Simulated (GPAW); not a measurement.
# Ge (Fd-3m) in GPAW: a series of runs, part 2 of 2

GPAW 26.7.0. The steps go on from the part before.

### 3 Relaxation of cell and atoms, RPBE+D4

File run.py:

```python
from ase.calculators.mixing import SumCalculator
from ase.filters import FrechetCellFilter
from ase.io import read, write
from ase.optimize import BFGS
from dftd4.ase import DFTD4
from gpaw import GPAW, PW

atoms = read('Ge.xyz')

calc = GPAW(mode=PW(600),
            xc='RPBE',
            kpts={'size': (8, 8, 8), 'gamma': True},
            occupations={'name': 'fermi-dirac', 'width': 0.05},
            nbands=11,
            convergence={'density': 1e-05, 'forces': 0.0001},
            maxiter=150,
            txt='gpaw.txt')
atoms.calc = SumCalculator([calc, DFTD4(method='rpbe')])
opt = BFGS(FrechetCellFilter(atoms), trajectory='relax.traj', logfile='-')
done = opt.run(fmax=0.02, steps=100)
calc.write('gs.gpw')
write('result.traj', atoms)
print('Converged:', done)
print('Cell:', atoms.cell.cellpar().round(4))
print('Volume:', round(atoms.get_volume(), 4))
print(atoms.get_scaled_positions().round(5))
```

File Ge.xyz:

```xyz
2
Lattice="0.0000000000 2.8289100000 2.8289100000 2.8289100000 0.0000000000 2.8289100000 2.8289100000 2.8289100000 0.0000000000" Properties=species:S:1:pos:R:3 pbc="T T T"
Ge     4.2433650000      4.2433650000      4.2433650000
Ge     2.8289100000      2.8289100000      2.8289100000
```

Potentials or basis: the program's PAW data sets (release 1.2.1) made for this functional, pw.

Started as:

```sh
OMP_NUM_THREADS=1 python run.py
```

It took 29 s on 1 thread of Arm Neoverse V1, shared host; peak memory 0.17 GiB.

It converged, with:

```
Free energy                            : -9.5064 eV
Relaxed volume                         : 22.91 Å³/atom
Relaxed cell                           : a = 4.016 Å, b = 4.016 Å, c = 4.016 Å, α = 60.00°, β = 60.00°, γ = 60.00°
Space group after relaxing (to 0.05 Å) : Fd-3m (No. 227)
Energy gained by relaxing              : 0.7 meV/atom
Ionic steps                            : 3
Pressure after relaxing                : 0.0 GPa
Band gap on the k mesh                 : 0.09 eV, direct
Dispersion energy per atom             : -0.599 eV
```

The path:
```
step  energy change (eV)  largest force (eV/Å)  pressure (GPa)  volume (Å³)
   1              0.0000                0.0000            0.81        45.28
   2             -0.0005                0.0000            0.64        45.39
   3             -0.0014                0.0000            0.02        45.81
```

Final structure:
```yaml
crystal:
  lattice:
    - [0.00000, 2.84004, 2.84004]
    - [2.84004, 0.00000, 2.84004]
    - [2.84004, 2.84004, 0.00000]
  atoms:
    - { symbol: Ge, position: [0.75000, 0.75000, 0.75000] }
    - { symbol: Ge, position: [0.50000, 0.50000, 0.50000] }
```

Levels at points of the mesh, in eV from the valence-band top:
```csv
k point,band 1,band 2,band 3,band 4,band 5,band 6,band 7
"(0.00, 0.00, 0.00)",-12.64,0.00,0.00,0.00,0.09,2.56,2.56
"(0.50, 0.50, 0.00)",-8.81,-8.81,-3.03,-3.03,0.83,0.83,9.48
"(0.50, 0.50, 0.50)",-10.59,-7.50,-1.39,-1.39,0.25,3.76,3.76
```

Caveat: later steps reuse the first step's grids.

### 4 Relaxation of cell and atoms, revPBE+D3(BJ)

File run.py:

```python
from ase.calculators.mixing import SumCalculator
from ase.filters import FrechetCellFilter
from ase.io import read, write
from ase.optimize import FIRE
from dftd3.ase import DFTD3
from gpaw import GPAW, PW

atoms = read('Ge.xyz')

calc = GPAW(mode=PW(600),
            xc='revPBE',
            kpts={'size': (8, 8, 8), 'gamma': True},
            occupations={'name': 'fermi-dirac', 'width': 0.05},
            nbands=11,
            convergence={'density': 1e-05, 'forces': 0.0001},
            maxiter=150,
            txt='gpaw.txt')
atoms.calc = SumCalculator([calc, DFTD3(method='revpbe', damping='d3bj')])
opt = FIRE(FrechetCellFilter(atoms), trajectory='relax.traj', logfile='-')
done = opt.run(fmax=0.05, steps=100)
calc.write('gs.gpw')
write('result.traj', atoms)
print('Converged:', done)
print('Cell:', atoms.cell.cellpar().round(4))
print('Volume:', round(atoms.get_volume(), 4))
print(atoms.get_scaled_positions().round(5))
```

Ge.xyz is that of step 3.

Started as:

```sh
OMP_NUM_THREADS=1 python run.py
```

Run time: 34 s. Hardware: 1 thread of Arm Neoverse V1, shared host; peak memory 0.19 GiB.

The run converged. Its results:

```
Free energy                            : -9.5443 eV
Relaxed volume                         : 22.90 Å³/atom
Relaxed cell                           : a = 4.016 Å, b = 4.016 Å, c = 4.016 Å, α = 60.00°, β = 60.00°, γ = 60.00°
Space group after relaxing (to 0.05 Å) : Fd-3m (No. 227)
Energy gained by relaxing              : 1.0 meV/atom
Ionic steps                            : 4
Pressure after relaxing                : 0.3 GPa
Band gap on the k mesh                 : 0.06 eV, direct
Dispersion energy per atom             : -0.563 eV
```

The path:
```tsv
step	energy change (eV)	largest force (eV/Å)	pressure (GPa)	volume (Å³)
1	0.0000	0.0000	1.01	45.28
2	-0.0006	0.0000	0.86	45.37
3	-0.0014	0.0000	0.59	45.56
4	-0.0020	0.0000	0.25	45.79
```

Final structure:
```yaml
crystal:
  lattice:
    - [0.00000, 2.83961, 2.83961]
    - [2.83961, 0.00000, 2.83961]
    - [2.83961, 2.83961, 0.00000]
  atoms:
    - { symbol: Ge, position: [0.75000, 0.75000, 0.75000] }
    - { symbol: Ge, position: [0.50000, 0.50000, 0.50000] }
```

Levels at points of the mesh, in eV from the valence-band top:
```tsv
k point	band 2	band 3	band 4	band 5	band 6	band 7
(0.00, 0.00, 0.00)	0.00	0.00	0.00	0.06	2.56	2.56
(0.50, 0.50, 0.00)	-8.82	-3.03	-3.03	0.81	0.81	9.47
(0.50, 0.50, 0.50)	-7.51	-1.39	-1.39	0.23	3.75	3.75
```

Caveat: later steps reuse the first step's grids.

### 5 Relaxation of cell and atoms, revPBE+D4, target pressure -1 GPa, at which the enthalpy is minimised

File run.py:

```python
from ase import Atoms
from ase.calculators.mixing import SumCalculator
from ase.filters import FrechetCellFilter
from ase.io import write
from ase.optimize import BFGS
from ase.units import GPa
from dftd4.ase import DFTD4
from gpaw import GPAW, PW

atoms = Atoms(['Ge', 'Ge'],
              cell=[[0.0, 2.82891, 2.82891],
                    [2.82891, 0.0, 2.82891],
                    [2.82891, 2.82891, 0.0]],
              scaled_positions=[[0.75, 0.75, 0.75],
                                [0.5, 0.5, 0.5]],
              pbc=True)

calc = GPAW(mode=PW(600),
            xc='revPBE',
            kpts={'size': (8, 8, 8), 'gamma': True},
            occupations={'name': 'fermi-dirac', 'width': 0.05},
            nbands=11,
            convergence={'density': 1e-05, 'forces': 0.0001},
            maxiter=150,
            txt='gpaw.txt')
atoms.calc = SumCalculator([calc, DFTD4(method='revpbe')])
opt = BFGS(FrechetCellFilter(atoms, scalar_pressure=-1 * GPa), trajectory='relax.traj', logfile='-')
done = opt.run(fmax=0.02, steps=60)
calc.write('gs.gpw')
write('result.traj', atoms)
print('Converged:', done)
print('Cell:', atoms.cell.cellpar().round(4))
print('Volume:', round(atoms.get_volume(), 4))
print(atoms.get_scaled_positions().round(5))
```

Started as:

```sh
OMP_NUM_THREADS=1 python run.py
```

Run time: 30 s. Hardware: 1 thread of Arm Neoverse V1, shared host; peak memory 0.17 GiB.

The run converged. Its results:

* Free energy: -9.4840 eV
* Relaxed volume: 23.36 Å³/atom
* Relaxed cell: a = 4.043 Å, b = 4.043 Å, c = 4.043 Å, α = 60.00°, β = 60.00°, γ = 60.00°
* Space group after relaxing (to 0.05 Å): Fd-3m (No. 227)
* Energy change on relaxing (the enthalpy is what falls): -0.4 meV/atom
* Ionic steps: 3
* Pressure after relaxing: -0.9 GPa
* Band gap on the k mesh: none (metal or under the smearing width)
* Dispersion energy per atom: -0.522 eV

Step by step:
```
step  energy change (eV)  largest force (eV/Å)  pressure (GPa)  volume (Å³)
   1              0.0000                0.0000            1.13        45.28
   2             -0.0017                0.0000            0.68        45.57
   3             -0.0009                0.0000           -0.92        46.72
```

Final structure:
```xyz
2
Lattice="0.0000 2.8586 2.8586 2.8586 0.0000 2.8586 2.8586 2.8586 0.0000" Properties=species:S:1:pos:R:3 pbc="T T T"
Ge    4.2879    4.2879    4.2879
Ge    2.8586    2.8586    2.8586
```

Levels at points of the mesh, in eV from the Fermi level:
```tsv
k point	band 2	band 3	band 4	band 5	band 6	band 7
(0.00, 0.00, 0.00)	-0.14	-0.02	-0.02	-0.02	2.53	2.53
(0.50, 0.50, 0.00)	-8.77	-2.99	-2.99	0.82	0.82	9.28
(0.50, 0.50, 0.50)	-7.45	-1.38	-1.38	0.14	3.72	3.72
```

Caveat: later steps reuse the first step's grids; pairwise dispersion overbinds metals, which lowers pressure and volume; this crystal is a semiconductor, whose small gap the functional closes, so the metal is an error of the method.

### 6 The runs side by side

```csv
level,cell,optimizer,fmax,max steps,target pressure,gap on the mesh (eV),pressure (GPa),relaxed volume (Å³/atom)
RPBE+D3(BJ),relaxed,LBFGS,0.02 eV/Å,100,-,0.47,0.0,21.33
RPBE+D4,relaxed,BFGS,0.02 eV/Å,100,-,0.09,0.0,22.91
revPBE+D3(BJ),relaxed,FIRE,0.05 eV/Å,100,-,0.06,0.3,22.90
revPBE+D4,relaxed to -1 GPa,BFGS,0.02 eV/Å,60,-1 GPa,none,-0.9,-
```

Alike in all rows: task relaxation of cell and atoms; potentials or basis the program's PAW data sets (release 1.2.1) made for this functional, pw; no spin polarisation; k mesh 8 × 8 × 8; cutoff (eV) 600; smearing fermi-dirac 0.05 eV.

Caveats: later steps reuse the first step's grids; pairwise dispersion overbinds metals, which lowers pressure and volume (some runs); this crystal is a semiconductor, whose small gap the functional closes, so the metal is an error of the method (some runs).

Total energies depend on the potentials used, so only differences within one code and one set of settings carry meaning.

### 7 Against experiment

Step 2. The cell as given is a measured one (22.64 Å³/atom); RPBE+D3(BJ) puts the equilibrium volume -5.8 % from it, thermal expansion not counted.

Step 3. The cell as given is a measured one (22.64 Å³/atom); RPBE+D4 puts the equilibrium volume +1.2 % from it, thermal expansion not counted.

Step 4. The cell as given is a measured one (22.64 Å³/atom); revPBE+D3(BJ) puts the equilibrium volume +1.1 % from it, thermal expansion not counted.
